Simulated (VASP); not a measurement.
**CdS (Greenockite) under changes of volume**

One of the cells (25.623 Å³/atom); the others are scaled copies at fixed shape and fractional positions:

```
Cd S
1.0
     4.17748    0.00000    0.00000
    -2.08874    3.61781    0.00000
     0.00000    0.00000    6.78162
Cd S
2 2
Direct
  0.66667 0.33333 0.50000
  0.33333 0.66667 0.00000
  0.66667 0.33333 0.87500
  0.33333 0.66667 0.37500
```

* Program: VASP 6.6.1
* Functional: r2SCAN
* Potentials or basis: VASP PAW PBE potentials, release 64 (Cd, S)
* Cutoff: 520 eV
* k mesh: 7 × 7 × 4
* Occupations: fermi-dirac, width 0.05 eV
* Spin: no spin polarisation

```tsv
volume (Å³/atom)	energy over the lowest point (meV/atom)	pressure (GPa)	gap on the mesh (eV)	largest force (eV/Å)
23.614	31.43	5.6	1.81	0.084
24.116	16.49	3.9	1.75	0.080
24.618	6.62	2.4	1.70	0.076
25.623	0.00	-0.2	1.60	0.069
26.126	2.40	-1.4	1.55	0.064
26.628	?	?	?	?
```

What does the run at 26.628 Å³/atom give?

Energy over the lowest point 8.05 meV/atom; pressure -2.3 GPa; gap on the mesh 1.50 eV; largest force 0.060 eV/Å.

Worked out: A Birch-Murnaghan fit of order 3 (a polynomial in V^(-2/3)) to the other rows has its minimum at 25.54 Å³/atom with B0 = V·E''(V) = 60 GPa and B' = 4.5 at fixed shape and positions, which overstates the stiffness. It gives 8.07 meV/atom at 26.628 Å³/atom, against the run's 8.05, and -dE/dV = -2.3 GPa, against -2.3. A straight line through the other rows of the gap, of slope -2.55 eV per unit of ln V (its deformation potential), extrapolates to 1.50 eV, against the run's 1.50.

Energies are extrapolated to zero smearing.

Caveats: the PAW data sets were made with another functional, which shifts forces and pressure a little.

Spin-orbit coupling on Cd is left out.
